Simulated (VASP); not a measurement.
# F (C2/c) in VASP: single point with PBE

Aim: the single point of F with PBE.

Program: VASP 6.6.1. These are calculated values, not measurements. Logs are shortened: lines on timing, memory, paths and dates and some standing lists are left out, and cuts for length are marked.

## (1) The structure

It takes space group C2/c (No. 15, monoclinic). Conventional cell: a = 5.500 Å, b = 3.280 Å, c = 7.280 Å, α = 90.00°, β = 102.17°, γ = 90.00°. F (site symmetry 1) has 1 F at 1.49 Å as nearest neighbours.

## (2) Single point, PBE

INCAR reads:

```
SYSTEM = F
ALGO = Fast
EDIFF = 1E-6
ENCUT = 520
GGA = PE
ISIF = 2
ISMEAR = 0
LASPH = .TRUE.
LCHARG = .FALSE.
LREAL = .FALSE.
LWAVE = .FALSE.
NBANDS = 22
NELM = 100
PREC = Accurate
SIGMA = 0.02
```

KPOINTS reads:

```
k-points
0
G
  10 10 4
  0 0 0
```

POSCAR reads:

```
F
1.0
    2.7500000000     -1.6400000000      0.0000000000
    2.7500000000      1.6400000000      0.0000000000
   -1.5347200000      0.0000000000      7.1163900000
F
4
Direct
    0.9680000000      0.6020000000      0.0997000000
    0.3980000000      0.0320000000      0.4003000000
    0.0320000000      0.3980000000      0.9003000000
    0.6020000000      0.9680000000      0.5997000000
```

Potentials or basis: VASP PAW PBE potentials, release 64 (F).

The run is started by

```
$ cat potpaw_PBE.64/F/POTCAR > POTCAR
$ mpirun -np 1 vasp_std > vasp.out
```

OUTCAR:

```text
SYSTEM = F
   EDIFF = 1E-6
   ENCUT = 520
   GGA = PE
   ISIF = 2
   ISMEAR = 0
   LASPH = .TRUE.
   LREAL = .FALSE.
   NELM = 100
   PREC = Accurate

 ion  position               nearest neighbor table
   1  0.968  0.602  0.100-   3 1.49
   2  0.398  0.032  0.400-   4 1.49
   3  0.032  0.398  0.900-   1 1.49
   4  0.602  0.968  0.600-   2 1.49

  LATTYP: Found a base centered monoclinic cell.
 ALAT       =     5.5000000000
 B/A-ratio  =     0.5963636364
 C/A-ratio  =     1.3236360154
 COS(beta)  =    -0.2108132423

  Lattice vectors:

 A1 = (   2.7500000000,  -1.6400000000,   0.0000000000)
 A2 = (   2.7500000000,   1.6400000000,   0.0000000000)
 A3 = (  -1.5347200000,   0.0000000000,   7.1163900000)

Analysis of symmetry for initial positions (statically):
=====================================================================
 Subroutine PRICEL returns:
 Original cell was already a primitive cell.

 Routine SETGRP: Setting up the symmetry group for a
 base centered monoclinic supercell.

 Subroutine GETGRP returns: Found  4 space group operations
 (whereof  2 operations were pure point group operations)
 out of a pool of  4 trial point group operations.

The static configuration has the point symmetry S_2 .
 The point group associated with its full space group is C_2h.

Analysis of symmetry for dynamics (positions and initial velocities):
=====================================================================
 Subroutine PRICEL returns:
 Original cell was already a primitive cell.

 Routine SETGRP: Setting up the symmetry group for a
 base centered monoclinic supercell.

 Subroutine GETGRP returns: Found  4 space group operations
 (whereof  2 operations were pure point group operations)
 out of a pool of  4 trial point group operations.

The dynamic configuration has the point symmetry S_2 .
 The point group associated with its full space group is C_2h.

 Subroutine INISYM returns: Found  4 space group operations
 (whereof  2 operations are pure point group operations),
 and found     1 'primitive' translations

----------------------------------------------------------------------------------------

                                     Primitive cell

  volume of cell :      64.1898

  direct lattice vectors                    reciprocal lattice vectors
     2.750000000 -1.640000000  0.000000000     0.181818182 -0.304878049  0.039210892
     2.750000000  1.640000000  0.000000000     0.181818182  0.304878049  0.039210892
    -1.534720000  0.000000000  7.116390000     0.000000000  0.000000000  0.140520685

  length of vectors
     3.201890067  3.201890067  7.279998085     0.357135786  0.357135786  0.140520685

  position of ions in fractional coordinates (direct lattice)
     0.968000000  0.602000000  0.099700000
     0.398000000  0.032000000  0.400300000
     0.032000000  0.398000000  0.900300000
     0.602000000  0.968000000  0.599700000

  ion indices of the primitive-cell ions
   primitive index   ion index
                 1           1
                 2           2
                 3           3
                 4           4

----------------------------------------------------------------------------------------

 KPOINTS: k-points

Automatic generation of k-mesh.
 Grid dimensions read from file:
 generate k-points for:   10   10    4

 Generating k-lattice:

  Cartesian coordinates                     Fractional coordinates (reciprocal lattice)
     0.018181818 -0.030487805  0.003921089     0.100000000  0.000000000  0.000000000
     0.018181818  0.030487805  0.003921089     0.000000000  0.100000000  0.000000000
     0.000000000  0.000000000  0.035130171     0.000000000  0.000000000  0.250000000

  Length of vectors
     0.035713579  0.035713579  0.035130171

  Shift w.r.t. Gamma in fractional coordinates (k-lattice)
     0.000000000  0.000000000  0.000000000

 Subroutine IBZKPT returns following result:
 ===========================================

 Found    117 irreducible k-points:

 Following reciprocal coordinates:
            Coordinates               Weight
  0.000000  0.000000  0.000000      1.000000
  0.100000 -0.000000  0.000000      4.000000
  0.200000 -0.000000  0.000000      4.000000
  0.300000  0.000000  0.000000      4.000000
  0.400000 -0.000000  0.000000      4.000000
  0.500000  0.000000  0.000000      2.000000
[... 16 lines left out ...]
  0.300000  0.300000  0.000000      2.000000
  0.400000  0.300000  0.000000      4.000000
 [... further k-points ...]
   k-points           NKPTS =    117   k-points in BZ     NKDIM =    117   number of bands    NBANDS=     22
   number of dos      NEDOS =    301   number of ions     NIONS =      4
   total plane-waves  NPLWV =  31104
   dimension x,y,z NGX =    24 NGY =   24 NGZ =   54
   dimension x,y,z NGXF=    48 NGYF=   48 NGZF=  108
   ions per type =               4
   NGX,Y,Z   is equivalent  to a cutoff of  12.46, 12.46, 12.33 a.u.
   NGXF,Y,Z  is equivalent  to a cutoff of  24.92, 24.92, 24.66 a.u.
 SYSTEM =  F
   PREC   = accura    normal or accurate (medium, high low for compatibility)
   ISTART =      0    job   : 0-new  1-cont  2-samecut
   ICHARG =      2    charge: 1-file 2-atom 10-const
   ISPIN  =      1    spin polarized calculation?
   LNONCOLLINEAR =      F non collinear calculations
   LSORBIT =      F    spin-orbit coupling
   LASPH  =      T    aspherical Exc in radial PAW
   ENCUT  =  520.0 eV  38.22 Ry    6.18 a.u.   5.95  5.95 13.54*2*pi/ulx,y,z
   NELM   =    100;   NELMIN=  2; NELMDL= -5     # of ELM steps
   EDIFF  = 0.1E-05   stopping-criterion for ELM
   LREAL  =      F    real-space projection
   EDIFFG = 0.1E-04   stopping-criterion for IOM
   NSW    =      0    number of steps for IOM
   IBRION =     -1    ionic relax: 0-MD 1-quasi-New 2-CG
   NFREE  =      0    steps in history (QN), initial steepest desc. (CG)
   ISIF   =      2    stress and relaxation
   ISYM   =      2    0-nonsym 1-usesym 2-fastsym
   POTIM  = 0.5000    time-step for ionic-motion
   TEBEG  =    0.0;   TEEND  =   0.0 temperature during run
   PSTRESS=    0.0 pullay stress
   NELECT =      28.0000    total number of electrons
   NUPDOWN=      -1.0000    fix difference up-down
   EMIN   =  10.00;   EMAX   =-10.00  energy-range for DOS
   EFERMI =   0.00;   METHOD = LEGACY
   ISMEAR =     0;   SIGMA  =   0.02  broadening in eV -4-tet -1-fermi 0-gaus
   EFERMI_NEDOS =   21; number of points for ismear=-14 and -15
   IALGO  =     68    algorithm
   IMIX   =      4    mixing-type and parameters
     AMIX     =   0.40;   BMIX     =  1.00
     AMIX_MAG =   1.60;   BMIX_MAG =  1.00
  volume/ion in A,a.u.               =      16.05       108.29
  Fermi-wavevector in a.u.,A,eV,Ry     =   1.241572  2.346232 20.973411  1.541502
  Thomas-Fermi vector in A             =   2.375964
   LORBIT       =      0    0 simple, 1 ext, 2 COOP (PROOUT), +10 PAW based schemes
   GGA     = PE    functional components
   LHFCALC =     F    Hartree Fock is set to
   AEXX    =    0.0000 exact exchange contribution
   IVDW    =     0    specifies the selected vdW correction
   LEPSILON=     F    determine dielectric tensor
   LRPA    =     F    only Hartree local field effects (RPA)
 non-spin polarized calculation
 RMM-DIIS sequential band-by-band and
 Gauss-broadening in eV      SIGMA  =   0.02
  energy-cutoff  :      520.00
  volume of cell :       64.19
 maximum number of plane-waves:      1749
   NGX = 11   NGY = 11   NGZ = 27

 number of electron      28.0000004 magnetization

 Free energy of the ion-electron system (eV)
  ---------------------------------------------------
  ext. energy  EPLUGINS =         0.00000000
  ---------------------------------------------------
  free energy    TOTEN  =        -7.18247518 eV

  energy without entropy =       -7.18247518  energy(sigma->0) =       -7.18247518

 E-fermi :  -5.2157     XC(G=0):  -7.6629

 val. band max:       -5.3981651423   @ k =   0.0000   0.0000   0.0000
 cond. band min:      -3.4734924216   @ k =   0.0000   0.0000   0.0000
 fundamental gap:      1.9246727207
 Fermi energy:        -5.2156983630

 k-point     1 :       0.0000    0.0000    0.0000
  band No.  band energies     occupation
      1     -29.2953      2.00000
      2     -29.1698      2.00000
      3     -24.3434      2.00000
      4     -24.0265      2.00000
      5     -11.5013      2.00000
      6     -10.7100      2.00000
[... 14 lines left out ...]
     21      13.9678      0.00000
     22      16.9922      0.00000

 k-point     2 :       0.1000   -0.0000    0.0000
  band No.  band energies     occupation
      1     -29.2828      2.00000
      2     -29.1632      2.00000
      3     -24.3308      2.00000
      4     -24.0292      2.00000
      5     -11.4818      2.00000
      6     -10.7279      2.00000
[... 14 lines left out ...]
     21      14.1846      0.00000
     22      15.5099      0.00000

 k-point     3 :       0.2000   -0.0000    0.0000
  band No.  band energies     occupation
      1     -29.2489      2.00000
      2     -29.1470      2.00000
      3     -24.2949      2.00000
      4     -24.0387      2.00000
      5     -11.4257      2.00000
      6     -10.7808      2.00000
[... 14 lines left out ...]
     21      13.5395      0.00000
     22      14.5516      0.00000
[... 476 lines left out ...]
 k-point    23 :       0.3000    0.3000    0.0000
  band No.  band energies     occupation
      1     -29.2021      2.00000
      2     -29.1266      2.00000
      3     -24.2283      2.00000
      4     -24.0435      2.00000
      5     -11.2894      2.00000
      6     -10.8633      2.00000
[... 14 lines left out ...]
     21      12.4497      0.00000
     22      13.4302      0.00000

 k-point    24 :       0.4000    0.3000    0.0000
  band No.  band energies     occupation
      1     -29.1767      2.00000
      2     -29.1163      2.00000
      3     -24.1978      2.00000
      4     -24.0521      2.00000
      5     -11.2299      2.00000
      6     -10.9090      2.00000
[... 14 lines left out ...]
     21      11.7452      0.00000
     22      13.4638      0.00000

 [... further k-points ...]

------------------------ aborting loop because EDIFF is reached ----------------------------------------

  FORCE on cell =-STRESS in cart. coord.  units (eV):
  Direction    XX          YY          ZZ          XY          YZ          ZX
  --------------------------------------------------------------------------------------
  -------------------------------------------------------------------------------------
  Total        0.1024394     -0.3675189     -4.6019544      0.0000000      0.0000000     -0.2431946
  in kB        2.5568866     -9.1732651   -114.8647090      0.0000000      0.0000000     -6.0701324
  external PRESSURE =     -40.4936958 kB  Pullay stress =       0.0000000 kB

 VOLUME and BASIS-vectors are now :
 -----------------------------------------------------------------------------
  energy-cutoff  :      520.00
  volume of cell :       64.19
      direct lattice vectors                 reciprocal lattice vectors
     2.750000000 -1.640000000  0.000000000     0.181818182 -0.304878049  0.039210892
     2.750000000  1.640000000  0.000000000     0.181818182  0.304878049  0.039210892
    -1.534720000  0.000000000  7.116390000     0.000000000  0.000000000  0.140520685

 POSITION                                       TOTAL-FORCE (eV/Angst)
 -----------------------------------------------------------------------------------
      4.16449     -0.60024      0.70950        -0.114237     -0.499631     -1.583462
      0.56815     -0.60024      2.84869         0.114237     -0.499631      1.583462
     -0.19921      0.60024      6.40689         0.114237      0.499631      1.583462
      3.39713      0.60024      4.26770        -0.114237      0.499631     -1.583462
 -----------------------------------------------------------------------------------
    total drift:                                0.000000      0.000000      0.000000

  FREE ENERGIE OF THE ION-ELECTRON SYSTEM (eV)
  ---------------------------------------------------
  free  energy   TOTEN  =        -7.1824751769 eV

  energy  without entropy=       -7.1824751769  energy(sigma->0) =       -7.18247518
```

Run time: 75 s. Hardware: 1 thread of Intel Xeon Platinum 8488C (Sapphire Rapids), shared host; peak memory 0.23 GiB.

Results:

```
Free energy            : -7.1825 eV
Pressure               : -4.0 GPa
Largest force          : 1.664 eV/Å
Band gap on the k mesh : 1.92 eV, direct
```

Forces in eV/Å, atoms in the order of the input:
```
F   -0.114 -0.500 -1.583
F    0.114 -0.500  1.583
F    0.114  0.500  1.583
F   -0.114  0.500 -1.583
```

Stress tensor (GPa, compression positive):
```
  0.26   0.00  -0.61
  0.00  -0.92   0.00
 -0.61   0.00 -11.49
```

Levels at points of the mesh, in eV from the valence-band top:
```csv
k point,band 12,band 13,band 14,band 15,band 16,band 17
"(0.00, 0.00, 0.00)",-0.18,-0.11,0.00,1.92,2.89,9.41
"(0.50, 0.00, 0.00)",-0.53,-0.19,-0.14,2.52,2.52,13.92
"(0.50, 0.50, 0.00)",-0.43,-0.40,-0.10,2.40,2.62,14.24
"(0.00, 0.00, 0.50)",-0.21,-0.08,-0.08,2.41,2.41,10.20
"(0.50, 0.00, 0.50)",-0.36,-0.30,0.00,2.33,2.65,14.21
"(0.50, 0.50, 0.50)",-0.58,-0.28,-0.28,2.53,2.53,14.21
```

Caveat: forces of over 1 eV/Å show positions far from the minimum, so gaps and moduli don't describe the material at rest. A k mesh can miss the band edges.
